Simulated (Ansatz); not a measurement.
# Sb in Ansatz: the effect of exact exchange

Sb:

```xyz
1
Lattice="3.1600 0.0000 0.0000 0.0000 3.1600 0.0000 0.0000 0.0000 3.1600" Properties=species:S:1:pos:R:3 pbc="T T T"
Sb    0.0000    0.0000    0.0000
```

This isn't the form of Sb at room conditions, which is rhombohedral.

Alike in all runs:

- Program: Ansatz 0.2.0
- Task: single point
- Functional: HSE06 form with a typed share of exact exchange
- Potentials or basis: Ansatz PAW
- Cutoff: 420 eV (not typed: the program's choice for these potentials)
- k mesh: 4 × 4 × 4
- Occupations: fermi-dirac, width 0.05 eV
- Spin: no spin polarisation

```csv
exact exchange,pressure (GPa)
0.05,-3.5
0.1,-4.0
0.15,-4.5
0.2,-5.0
0.25,-5.4
0.3,-5.9
0.4,?
0.5,-7.8
```

Task: What does the run with exact exchange 0.4 give?

Result: Pressure -6.9 GPa.

Worked out: A straight line through the other rows of the pressure, of slope -9.51 GPa per unit of exact exchange, gives -6.9 GPa, against the run's -6.9.

Caveats: all runs use coarse meshes; the PAW data sets come from PBE, with cores solved anew for the run's functional, which leaves a small shift of forces and pressure; the thresholds are loose for stress.
